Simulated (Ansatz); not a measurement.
**ZnCu: moving Zn off its site**

ZnCu, Pm-3m, a = 2.945 Å (as given, not relaxed at this level: -4.7 GPa). The structure is a COD entry; whether it is the stable form wasn't checked. Ansatz: PBEsol, PAW, 420 eV, Γ-centred 16×16×16 mesh on 2 atoms, Gaussian smearing 0.15 eV; no spin polarisation.

```
Zn Cu
1.0
     2.94500    0.00000    0.00000
     0.00000    2.94500    0.00000
     0.00000    0.00000    2.94500
Zn Cu
1 1
Direct
  0.50000 0.50000 0.50000
  0.00000 0.00000 0.00000
```

Atom 1 (Zn) moves by x along the unit vector (-0.577, -0.577, -0.577), with its periodic images; all else is held. y is the free energy of the cell over the start, F the force along the path summed over the moved atoms. Symmetry makes y even in x.

| x (Å) | y (meV) | F (eV/Å) |
| --- | --- | --- |
| -0.3000 | ? | ? |
| -0.1500 | 51.4 | 0.71 |
| 0.0000 | 0.0 | 0.00 |
| 0.0375 | 3.1 | -0.17 |
| 0.0750 | 12.5 | -0.34 |
| 0.1125 | 28.5 | -0.52 |
| 0.1875 | 81.7 | -0.91 |
| 0.2250 | 120.2 | -1.14 |
| 0.2625 | 167.8 | -1.40 |

Problem. Fit y = c2 x² + c4 x⁴ to the energies of the other rows, give the force constant, and predict energy and force of the missing row.

Solution. Least squares on the rows shown. y = 2208.9 x² + 3281.4 x⁴. The force constant is 2 c2 = 4.42 eV/Å², for the cell as given, at -4.7 GPa (for all images moving together, not for a lone atom). With two atoms in a cubic cell this is the optical mode at Γ (in a metal it hangs on mesh and smearing): ω = 521.5 √(2 c2/μ) = 193 cm⁻¹ for μ = 32.22 u. The force −dy/dx at the missing row is 1.68 eV/Å (computed 1.70). At x = -0.3000 the fit asked for gives 225.4 meV. The run gave 225.8 meV, so the fit is 0.4 meV too low, a small miss on the scale of the series.